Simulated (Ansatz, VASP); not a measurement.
**TiClO: VASP beside Ansatz**

Wanted: the spread between two codes on one cell, functional and k mesh. The cell is taken from a series of VASP runs on this material, whose earlier steps may have relaxed, scaled or displaced it; both programs get it as it stands.

Calculated with Ansatz 0.2.0; plane waves, with VASP 6.6.1 beside it; relaxation of cell and atoms at LDA.

### 1. Starting point

It takes space group Pmmn (No. 59, orthorhombic). Conventional cell: a = 3.179 Å, b = 3.940 Å, c = 7.252 Å, α = 90.00°, β = 90.00°, γ = 90.00°. Ti has 4 O at 1.97 to 2.05 Å and 2 Cl at 2.37 Å nearest. Nearest to Cl lie 2 Ti at 2.37 Å. Nearest to O lie 4 Ti at 1.97 to 2.05 Å. Farther neighbours and most contacts between anions are not listed.

### 2. VASP: relaxation of cell and atoms, LDA

The relaxed volume is the usual yardstick between codes: its relative difference is about their pressure difference at one cell divided by the bulk modulus.

Lines of VASP's logs that name or quote its potential files are left out, and so is its time.

Contents of INCAR:

```
SYSTEM = TiClO
PREC = Accurate
ENCUT = 520
EDIFF = 1E-07
NELM = 100
ISMEAR = 1
SIGMA = 0.15
LREAL = .FALSE.
ALGO = Normal
GGA = CA
NBANDS = 31
LORBIT = 11
LWAVE = .FALSE.
LCHARG = .FALSE.
KPAR = 4
IBRION = 2
NSW = 50
ISIF = 3
EDIFFG = -0.002
```

Contents of POSCAR:

```
TiClO
1.0
    3.1789228170      0.0000000000      0.0000000000
    0.0000000000      3.9397156516      0.0000000000
    0.0000000000      0.0000000000      7.2515203080
Ti Cl O
2 2 2
Direct
    0.5000000000      0.0000000000      0.0938441699
    0.0000000000      0.5000000000      0.9061558301
    0.0000000000      0.0000000000      0.3368177574
    0.5000000000      0.5000000000      0.6631822426
    0.5000000000      0.5000000000      0.0837189864
    0.0000000000      0.0000000000      0.9162810136
```

Contents of KPOINTS:

```
Automatic mesh
0
Gamma
10 10 6
0 0 0
```

PAW data sets: Ti_sv, Cl and O (LDA family, release 64).

Run with:

```bash
$ mpirun -np 4 vasp_std
```

Numbers of over 12 decimals in the logs are rounded to 6 here.

The program printed:

```text
[banner, memory and clock lines left out]
running    4 mpi-ranks, on    1 nodes
 distrk:  each k-point on    1 cores,    4 groups
 distr:  one band on    1 cores,    1 groups

 POSCAR found type information on POSCAR TiClO
 POSCAR found :  3 types and       6 ions
 LDA part: xc-table for (Slater(with rela. corr.)+CA(PZ))
 , standard interpolation
 POSCAR, INCAR and KPOINTS ok, starting setup
 FFT: planning ... GRIDC
 FFT: planning ... GRID_SOFT
 FFT: planning ... GRID
 WAVECAR not read
 entering main loop
       N       E                     dE             d eps       ncg     rms          rms(c)
DAV:   1     0.645027722924E+03    0.64503E+03   -0.25201E+04  8928   0.176E+03
DAV:   2     0.443029478020E+02   -0.60072E+03   -0.57933E+03  9550   0.519E+02
DAV:   3    -0.495348811253E+02   -0.93838E+02   -0.92113E+02 14354   0.183E+02
DAV:   4    -0.558024127780E+02   -0.62675E+01   -0.62104E+01 13079   0.444E+01
DAV:   5    -0.561664172037E+02   -0.36400E+00   -0.36387E+00 12679   0.882E+00    0.243E+01
DAV:   6    -0.480166557041E+02    0.81498E+01   -0.53014E+01 11863   0.634E+01    0.947E+00
DAV:   7    -0.477582663917E+02    0.25839E+00   -0.72921E+00 12304   0.205E+01    0.664E+00
DAV:   8    -0.476996453013E+02    0.58621E-01   -0.11766E+00 11830   0.931E+00    0.157E+00
DAV:   9    -0.476682930789E+02    0.31352E-01   -0.19413E-01 12792   0.413E+00    0.844E-01
DAV:  10    -0.476687145221E+02   -0.42144E-03   -0.19849E-02 12260   0.119E+00    0.281E-01
DAV:  11    -0.476688333599E+02   -0.11884E-03   -0.23324E-03 11677   0.369E-01    0.980E-02
DAV:  12    -0.476688080855E+02    0.25274E-04   -0.64586E-04 12465   0.232E-01    0.258E-02
DAV:  13    -0.476688031296E+02    0.49559E-05   -0.10721E-04 13070   0.994E-02    0.240E-02
DAV:  14    -0.476688012414E+02    0.18883E-05   -0.11801E-05 11728   0.262E-02    0.919E-03
DAV:  15    -0.476688010077E+02    0.23361E-06   -0.51305E-06 13413   0.170E-02    0.267E-03
DAV:  16    -0.476688010045E+02    0.32305E-08   -0.63716E-07 10523   0.643E-03
   1 F= -.47668801E+02 E0= -.47669075E+02  d E =-.476688E+02
 curvature:   0.00 expect dE= 0.000E+00 dE for cont linesearch  0.000E+00
 trial: gam= 0.00000 g(F)=  0.490E-06 g(S)=  0.145E-04 ort = 0.000E+00 (trialstep = 0.100E+01)
 search vector abs. value=  0.149E-04
 bond charge predicted
       N       E                     dE             d eps       ncg     rms          rms(c)
DAV:   1    -0.476689187788E+02   -0.11777E-03   -0.35608E-03 13082   0.593E-01    0.935E-02
DAV:   2    -0.476688149790E+02    0.10380E-03   -0.38915E-04 11502   0.187E-01    0.337E-02
DAV:   3    -0.476687976375E+02    0.17341E-04   -0.12259E-04 11428   0.617E-02    0.121E-02
DAV:   4    -0.476687982466E+02   -0.60904E-06   -0.22536E-05 14091   0.257E-02    0.821E-03
DAV:   5    -0.476687993349E+02   -0.10883E-05   -0.16808E-06 12699   0.977E-03    0.521E-03
DAV:   6    -0.476688005065E+02   -0.11716E-05   -0.32902E-06 14475   0.779E-03    0.177E-03
DAV:   7    -0.476688005293E+02   -0.22817E-07   -0.15512E-07  8058   0.273E-03
   2 F= -.47668801E+02 E0= -.47669081E+02  d E =0.475174E-06
 trial-energy change:    0.000000  1 .order   -0.000000   -0.000015    0.000014
 step:   0.4685(harm=  0.5144)  dis= 0.00003  next Energy=   -47.668804 (dE=-0.341E-05)
 bond charge predicted
       N       E                     dE             d eps       ncg     rms          rms(c)
DAV:   1    -0.476688381347E+02   -0.37628E-04   -0.10031E-03 12829   0.314E-01    0.498E-02
DAV:   2    -0.476688087386E+02    0.29396E-04   -0.10962E-04 11209   0.990E-02    0.180E-02
DAV:   3    -0.476688037237E+02    0.50149E-05   -0.34397E-05 11398   0.327E-02    0.647E-03
DAV:   4    -0.476688038813E+02   -0.15760E-06   -0.63729E-06 14180   0.136E-02    0.432E-03
DAV:   5    -0.476688041793E+02   -0.29802E-06   -0.45740E-07  9998   0.524E-03    0.266E-03
DAV:   6    -0.476688044979E+02   -0.31860E-06   -0.99244E-07 12731   0.423E-03    0.958E-04
DAV:   7    -0.476688045032E+02   -0.52551E-08   -0.39267E-08  5962   0.151E-03
   3 F= -.47668805E+02 E0= -.47669082E+02  d E =-.349865E-05
 curvature:  -0.25 expect dE=-0.279E-06 dE for cont linesearch -0.134E-07
 trial: gam= 0.13245 g(F)=  0.586E-06 g(S)=  0.508E-06 ort =-0.886E-06 (trialstep = 0.894E+00)
 search vector abs. value=  0.112E-05
 reached required accuracy - stopping structural energy minimisation
```

OUTCAR, selected parts (step 2):

```text
ion  position               nearest neighbor table
   1  0.500  0.000  0.094-   5 1.97   5 1.97   6 2.05   6 2.05   3 2.37   3 2.37   2 2.87   2 2.87
                             2 2.87   2 2.87
   2  0.000  0.500  0.906-   6 1.97   6 1.97   5 2.05   5 2.05   4 2.37   4 2.37   1 2.87   1 2.87
                             1 2.87   1 2.87
   3  0.000  0.000  0.337-   1 2.37   1 2.37
   4  0.500  0.500  0.663-   2 2.37   2 2.37
   5  0.500  0.500  0.084-   1 1.97   1 1.97   2 2.05   2 2.05
   6  0.000  0.000  0.916-   2 1.97   2 1.97   1 2.05   1 2.05

  LATTYP: Found a simple orthorhombic cell.
 ALAT       =     3.1789228170
 B/A-ratio  =     1.2393240976
 C/A-ratio  =     2.2811249991

 Subroutine GETGRP returns: Found  8 space group operations
 (whereof  4 operations were pure point group operations)

The static configuration has the point symmetry C_2v.
 The point group associated with its full space group is D_2h.

 Found    144 irreducible k-points:

   k-points           NKPTS =    144   k-points in BZ     NKDIM =    144   number of bands    NBANDS=     31

   dimension x,y,z NGX =    24 NGY =   30 NGZ =   54
   dimension x,y,z NGXF=    48 NGYF=   60 NGZF=  108

   ENCUT  =  520.0 eV  38.22 Ry    6.18 a.u.   5.91  7.33 13.48*2*pi/ulx,y,z

   NELECT =      50.0000    total number of electrons

 k-points in reciprocal lattice and weights: Automatic mesh
   0.00000000  0.00000000  0.00000000       0.002
   0.10000000  0.00000000  0.00000000       0.003
   0.20000000  0.00000000  0.00000000       0.003
   0.30000000  0.00000000  0.00000000       0.003
   0.40000000  0.00000000  0.00000000       0.003
   0.50000000  0.00000000  0.00000000       0.002
   0.00000000  0.10000000  0.00000000       0.003
   0.10000000  0.10000000  0.00000000       0.007
   0.20000000  0.10000000  0.00000000       0.007
[...]
0.40000000  0.50000000  0.50000000       0.003
   0.50000000  0.50000000  0.50000000       0.002

 average (electrostatic) potential at core
       1 -76.3042       2 -76.3042       3 -94.4582       4 -94.4582       5 -72.3993
       6 -72.3993

 E-fermi :   5.7013

 k-point     1 :       0.0000    0.0000    0.0000
  band No.  band energies     occupation
    ...
     22       2.5518      2.00000
     23       2.5900      2.00000
     24       3.0378      2.00000
     25       5.0412      2.00000
     26       5.1997      2.00002
     27       6.2430     -0.00000
     28       6.4186     -0.00000
     29       6.9128     -0.00000
     30       7.2857     -0.00000
     31       7.7526     -0.00000

 k-point     2 :       0.1000    0.0000    0.0000
  band No.  band energies     occupation
    ...
     22       2.4336      2.00000
     23       2.5442      2.00000
     24       2.5842      2.00000
     25       5.0676      2.00000
     26       5.4744      2.05420
     27       6.1030     -0.00101
     28       6.5770     -0.00000
     29       6.9416     -0.00000
     30       7.3121     -0.00000
     31       7.8162     -0.00000

 k-point     3 :       0.2000    0.0000    0.0000
  band No.  band energies     occupation
    ...
     22       1.9894      2.00000
     23       2.2096      2.00000
     24       2.3012      2.00000
     25       5.1069      2.00000
     26       5.7476      0.50390
     27       5.9333     -0.05105
     28       6.8162     -0.00000
     29       7.0035     -0.00000
     30       7.3664     -0.00000
     31       7.8838     -0.00000

  Total       -0.0067801      0.0015802     -0.0038388      0.0000000      0.0000000      0.0000000
  in kB       -0.1195818      0.0278703     -0.0677046      0.0000000      0.0000000      0.0000000
  external PRESSURE =      -0.0531387 kB  Pullay stress =       0.0000000 kB

  energy-cutoff  :      520.00
  volume of cell :       90.84
      direct lattice vectors                 reciprocal lattice vectors
     3.179097811  0.000000000  0.000000000     0.314554650  0.000000000  0.000000000
     0.000000000  3.940251776  0.000000000     0.000000000  0.253790889  0.000000000
     0.000000000  0.000000000  7.251977019     0.000000000  0.000000000  0.137893432

 POSITION                                       TOTAL-FORCE (eV/Angst)
 -----------------------------------------------------------------------------------
      1.58955      0.00000      0.68052         0.000000      0.000000     -0.001658
      0.00000      1.97013      6.57145         0.000000      0.000000      0.001658
      0.00000      0.00000      2.44261         0.000000      0.000000     -0.001540
      1.58955      1.97013      4.80936         0.000000      0.000000      0.001540
      1.58955      1.97013      0.60716         0.000000      0.000000     -0.000975
      0.00000      0.00000      6.64481         0.000000      0.000000      0.000975
 -----------------------------------------------------------------------------------
    total drift:                                0.000000     -0.000000      0.000000

  FREE ENERGIE OF THE ION-ELECTRON SYSTEM (eV)
  ---------------------------------------------------
  free  energy   TOTEN  =       -47.6688045032 eV

  energy  without entropy=      -47.6696367781  energy(sigma->0) =      -47.66908193

 reached required accuracy - stopping structural energy minimisation

 total charge
# of ion       s       p       d       tot
------------------------------------------
    1        2.189   6.226   1.959  10.374
    2        2.189   6.226   1.959  10.374
    3        1.602   3.519   0.000   5.120
    4        1.602   3.519   0.000   5.120
    5        1.558   3.483   0.000   5.041
    6        1.558   3.483   0.000   5.041
--------------------------------------------------
tot         10.696  26.457   3.917  41.070

[... 3 further parts left out ...]
```

CONTCAR:

```
TiClO
   1.00000000000000
     3.1790978106831438    0.0000000000000000    0.0000000000000000
     0.0000000000000000    3.9402517756255233    0.0000000000000000
     0.0000000000000000    0.0000000000000000    7.2519770193118136
  Ti              Cl              O
     2     2     2
Direct
     0.5000000000000000    0.0000000000000000    0.0938396513918861
     0.0000000000000000    0.5000000000000000    0.9061603486081139
     0.0000000000000000    0.0000000000000000    0.3368203048003184
     0.5000000000000000    0.5000000000000000    0.6631796951996816
     0.5000000000000000    0.5000000000000000    0.0837237199129432
     0.0000000000000000    0.0000000000000000    0.9162762800870567
```

The run keeps the 8 symmetry operations of its start, so it cannot find a distortion of lower symmetry.

(Part 1 of 2 ends here.)

[Lines on the potential files, build, host, timing and source positions are cut from VASP's logs without a mark.]

[Logs are printed without paths, hosts, clocks, repeated set-up lines and the standing remarks that a program may print on its own settings, such as how far it seeks lower states.]

[Hosts, paths, dates, database ids (printed as entryN), source tags and the programs' standing remarks are cut or masked in the printed files.]
